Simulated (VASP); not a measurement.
# C (P6_3/mmc) in VASP: notebook, part 2 of 2

VASP 6.6.1. The steps go on from the part before.

### Step 3. Relaxation of cell and atoms, PBE+D3(BJ)

This run uses another cell than the first one, of 8.72 Å³/atom, 0.848 times its volume.

Contents of INCAR:

```
  PREC = Accurate
  ENCUT = 520
  EDIFF = 1E-7
  ISMEAR = 0
  SIGMA = 0.02
  LREAL = F
  LASPH = T
  NELM = 100
  ALGO = Normal
  ISIF = 3
  LWAVE = F
  LCHARG = F
  GGA = PE
  IVDW = 12
  IBRION = 2
  NSW = 80
  EDIFFG = -0.002
```

Contents of KPOINTS:

```
regular mesh
0
Gamma
  6 6 2
```

Contents of POSCAR:

```
C                                       
1.0
    2.4669069390      0.0000000000     -0.0000000000
   -1.2334534695      2.1364040782     -0.0000000000
    0.0000000000      0.0000000000      6.6206949954
  C             
     4
Direct
     0.0000000000000000    0.0000000000000000    0.2500000000000000
     0.0000000000000000    0.0000000000000000    0.7500000000000000
     0.3333333300000021    0.6666666699999979    0.2500000000000000
     0.6666666699999979    0.3333333300000021    0.7500000000000000
```

Potentials or basis: VASP PAW PBE potentials, release 64 (C).

Command:

```bash
$ cat potpaw_PBE.64/C/POTCAR > POTCAR
$ mpirun -np 1 vasp_std > vasp.out
```

OUTCAR:

```text
PREC = Accurate
   ENCUT = 520
   EDIFF = 1E-7
   ISMEAR = 0
   LREAL = F
   LASPH = T
   NELM = 100
   ISIF = 3
   GGA = PE
   IVDW = 12
   IBRION = 2
   NSW = 80
   EDIFFG = -0.002
 IVDW          = 12

 ion  position               nearest neighbor table
   1  0.000  0.000  0.250-   3 1.42   3 1.42   3 1.42
   2  0.000  0.000  0.750-   4 1.42   4 1.42   4 1.42
   3  0.333  0.667  0.250-   1 1.42   1 1.42   1 1.42
   4  0.667  0.333  0.750-   2 1.42   2 1.42   2 1.42

  LATTYP: Found a hexagonal cell.
 ALAT       =     2.4669069390
 C/A-ratio  =     2.6838041155

  Lattice vectors:

 A1 = (   2.4669069390,   0.0000000000,   0.0000000000)
[... 171 lines left out ...]
  ---------------------------------------------------
  free energy    TOTEN  =       -36.74781703 eV

  energy without entropy =      -36.74670874  energy(sigma->0) =      -36.74726288

------------------------ aborting loop because EDIFF is reached ----------------------------------------

 Edisp (eV)   -0.63526

 E8    (eV) :    -0.1803
[... 327 lines left out ...]
--------------------------------------- Ionic step        9  -------------------------------------------

 number of electron      15.9999993 magnetization

 Free energy of the ion-electron system (eV)
  ---------------------------------------------------
  ext. energy  EPLUGINS =         0.00000000
  ---------------------------------------------------
  free energy    TOTEN  =       -36.75170142 eV

  energy without entropy =      -36.75054133  energy(sigma->0) =      -36.75112137

 E-fermi :   4.7268     XC(G=0): -10.3768

 val. band max:        4.7267652527   @ k =   0.3333   0.3333   0.5000
 cond. band min:       4.7453990847   @ k =   0.3333   0.3333   0.5000
 fundamental gap:      0.0186338321
 Fermi energy:         4.7268300065

 k-point     1 :       0.0000    0.0000    0.0000
  band No.  band energies     occupation
      1     -14.9045      2.00000
      2     -14.5837      2.00000
      3      -3.7969      2.00000
      4      -1.7427      2.00000
      5       1.7164      2.00000
      6       1.7164      2.00000
      7       1.7366      2.00000
      8       1.7366      2.00000
      9       9.1035      0.00000
     10      13.0370      0.00000
     11      13.0370      0.00000
     12      13.0929      0.00000
[... 228 lines left out ...]
  FREE ENERGIE OF THE ION-ELECTRON SYSTEM (eV)
  ---------------------------------------------------
  free  energy   TOTEN  =       -37.3831871840 eV

  energy  without entropy=      -37.3820270926  energy(sigma->0) =      -37.38260714

 reached required accuracy - stopping structural energy minimisation
```

OSZICAR:

```text
N       E                     dE             d eps       ncg     rms          rms(c)
DAV:   1     0.544988589897E+02    0.54499E+02   -0.84055E+03   336   0.123E+03
DAV:   2    -0.349679472731E+02   -0.89467E+02   -0.80771E+02   492   0.238E+02
DAV:   3    -0.390300224620E+02   -0.40621E+01   -0.40323E+01   432   0.502E+01
DAV:   4    -0.390809619565E+02   -0.50939E-01   -0.50867E-01   416   0.645E+00
[... 63 lines left out ...]
       N       E                     dE             d eps       ncg     rms          rms(c)
DAV:   1    -0.367517135252E+02    0.26980E-03   -0.50714E-04   360   0.209E-01    0.194E-02
DAV:   2    -0.367517043170E+02    0.92082E-05   -0.14709E-05   384   0.295E-02    0.106E-02
DAV:   3    -0.367517014396E+02    0.28774E-05   -0.10302E-05   376   0.223E-02    0.299E-03
DAV:   4    -0.367517014184E+02    0.21162E-07   -0.24977E-07   324   0.413E-03
   9 F= -.37383187E+02 E0= -.37382607E+02  d E =0.103402E-06
```

Wall time 31 s (1 thread of Intel Xeon Platinum 8259CL at 2.50GHz (Skylake/Cascade Lake), shared host); peak memory 0.15 GiB.

What came out:

| Quantity | Value |
| --- | --- |
| Free energy | -37.3832 eV |
| Relaxed volume | 8.77 Å³/atom |
| Relaxed cell | a = 2.467 Å, b = 2.467 Å, c = 6.654 Å, α = 90.00°, β = 90.00°, γ = 120.00° |
| Space group after relaxing (to 0.05 Å) | P6_3/mmc (No. 194) |
| Energy gained by relaxing | 0.0 meV/atom |
| Ionic steps | 9 |
| Pressure after relaxing | 0.0 GPa |
| Band gap on the k mesh | none (metal or under the smearing width) |
| Dispersion energy per atom | -0.158 eV |

Step by step:
| step | energy change (eV) | largest force (eV/Å) | pressure (GPa) | volume (Å³) |
| --- | --- | --- | --- | --- |
| 1 | 0.0000 | 0.0000 | 0.19 | 34.89 |
| 2 | 0.0000 | 0.0000 | -0.25 | 34.94 |
| 3 | 0.0000 | 0.0000 | 0.01 | 34.91 |
| 4 | 0.0000 | 0.0000 | 0.00 | 34.93 |
| 5 | -0.0001 | 0.0000 | 0.01 | 35.00 |
| 6 | -0.0001 | 0.0000 | 0.02 | 35.12 |
| 7 | -0.0001 | 0.0000 | 0.03 | 35.08 |
| 8 | -0.0001 | 0.0000 | -0.22 | 35.11 |
| 9 | -0.0001 | 0.0000 | 0.00 | 35.08 |

Final structure:
```
CELL_PARAMETERS angstrom
2.46731 0.00000 0.00000
-1.23365 2.13675 0.00000
0.00000 0.00000 6.65374
ATOMIC_POSITIONS crystal
C 0.00000 0.00000 0.25000
C 0.00000 0.00000 0.75000
C 0.33333 0.66667 0.25000
C 0.66667 0.33333 0.75000
```

Caveat: the k mesh is coarse (spacing up to 0.49 Å⁻¹), so the values aren't converged.

### Step 4. Vibrations by finite differences, PBE+D3(BJ) (a relaxed cell with its volume scaled by 0.98)

Contents of INCAR:

```
SYSTEM = C
  PREC = Accurate
  ENCUT = 520
  EDIFF = 1E-8
  ISMEAR = 0
  SIGMA = 0.02
  LREAL = .False.
  LASPH = .True.
  NELM = 100
  ALGO = Normal
  ISIF = 2
  LWAVE = .False.
  LCHARG = .False.
  GGA = PE
  IVDW = 12
  IBRION = 6
  NFREE = 2
  POTIM = 0.015
  NSW = 1
```

Contents of KPOINTS:

```
regular mesh
0
Gamma
  6 6 2
  0 0 0
```

POSCAR: that of step 3 with these lines changed.

```diff
@@ -2,5 +2,5 @@
 1.0
-    2.4669069390      0.0000000000     -0.0000000000
-   -1.2334534695      2.1364040782     -0.0000000000
-    0.0000000000      0.0000000000      6.6206949954
+    2.4507473478     -0.0000000000     -0.0000000000
+   -1.2253736739      2.1224094617      0.0000000000
+   -0.0000000000      0.0000000000      6.6090784209
   C
```

Command:

```bash
$ cat potpaw_PBE.64/C/POTCAR > POTCAR
$ mpirun -np 1 vasp_std > vasp.out
```

Wall time 84 s (1 thread of Intel Xeon Platinum 8259CL at 2.50GHz (Skylake/Cascade Lake), shared host); peak memory 0.17 GiB.

The run converged. Its results:

- Highest phonon frequency at Γ: 1193 cm⁻¹
- Most unstable mode: 271i cm⁻¹
- Dispersion energy per atom: -0.159 eV

Phonon frequencies in cm⁻¹ (negative: imaginary):
```
              q point                                         frequencies
(0.000, 0.000, 0.000)  -271 -127 -127 -1 -1 0 779 865 1188 1188 1193 1193
```

Caveat: the k mesh is coarse (spacing up to 0.49 Å⁻¹), so the values aren't converged; some modes are imaginary.

### Step 5. Vibrations by finite differences, PBE+D3(BJ) (a relaxed cell with its volume scaled by 1.02)

INCAR is that of step 4.

KPOINTS is that of step 4.

POSCAR: that of step 4 with these lines changed.

```diff
@@ -2,5 +2,5 @@
 1.0
-    2.4507473478     -0.0000000000     -0.0000000000
-   -1.2253736739      2.1224094617      0.0000000000
-   -0.0000000000      0.0000000000      6.6090784209
+    2.4836472112     -0.0000000000     -0.0000000000
+   -1.2418236056      2.1509015792      0.0000000000
+   -0.0000000000      0.0000000000      6.6978014699
   C
```

Command:

```bash
$ cat potpaw_PBE.64/C/POTCAR > POTCAR
$ mpirun -np 1 vasp_std > vasp.out
```

Run time: 76 s. Hardware: 1 thread of Intel Xeon Platinum 8259CL at 2.50GHz (Skylake/Cascade Lake), shared host; peak memory 0.17 GiB.

Results (log left out):

| Quantity | Value |
| --- | --- |
| Highest phonon frequency at Γ | 1101 cm⁻¹ |
| Most unstable mode | 259i cm⁻¹ |
| Dispersion energy per atom | -0.156 eV |

Phonon frequencies in cm⁻¹ (negative: imaginary):
| q point | frequencies |
| --- | --- |
| (0.000, 0.000, 0.000) | -259 -123 -123 -1 -1 0 789 866 1095 1095 1101 1101 |

Caveat: the k mesh is coarse (spacing up to 0.49 Å⁻¹), so the values aren't converged; some modes are imaginary.
